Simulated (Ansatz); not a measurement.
Wanted: the native input for an Ansatz 0.2.0 run.

```
Task                : band structure
Functional          : LDA
Potentials or basis : all-electron LAPW, scalar-relativistic
Cutoff              : 267 eV (chosen from the basis error)
Basis error allowed : 0.001 eV/atom
k mesh              : 8 × 8 × 8
Occupations         : fermi-dirac, width 0.05 eV
Spin                : no spin polarisation
```

ZnAu:

```
CELL_PARAMETERS angstrom
3.14700 0.00000 0.00000
0.00000 3.14700 0.00000
0.00000 0.00000 3.14700
ATOMIC_POSITIONS crystal
Au 0.00000 0.00000 0.00000
Zn 0.50000 0.50000 0.50000
```

One way to write it, as run:

input.yaml

```yaml
crystal:
  lattice:
    - [3.147, 0.0, 0.0]
    - [0.0, 3.147, 0.0]
    - [0.0, 0.0, 3.147]
  atoms:
    - { symbol: Au, position: [0.0, 0.0, 0.0] }
    - { symbol: Zn, position: [0.5, 0.5, 0.5] }
kpoints:
  mp_grid: { grid: [8, 8, 8] }
  band_path:
    path:
      - [0.0, 0.0, 0.0]
      - [0.0, 0.5, 0.0]
      - [0.5, 0.5, 0.0]
      - [0.0, 0.0, 0.0]
      - [0.5, 0.5, 0.5]
      - [0.0, 0.5, 0.0]
    npoints: 10
scf:
  occupations: { method: fermi_dirac, width: 0.05 }
hamiltonian:
  xc: lda
  pseudopotentials: { kind: all_electron, lapw: { basis_error: 0.001 } }
output:
  forces: true
  stress: true
  eigenvalues: true
```

Potentials or basis: all-electron LAPW, scalar-relativistic.

Command:

```console
$ ansatz run input.yaml --threads 1 --pin off --max-ram 3072MiB --backend cpu --events-out ev --progress --plain --runs-dir out
```

Results of the run:

The pressure is -6.6 GPa and the band gap along the path is none (metal or under the smearing width).

Caveat: spin-orbit coupling is left out, which moves the levels of the heavy elements.

Run time: 21 s on 1 thread of AMD EPYC 7R13 Processor (Zen 3), with other jobs on the host, peak memory 0.37 GiB.
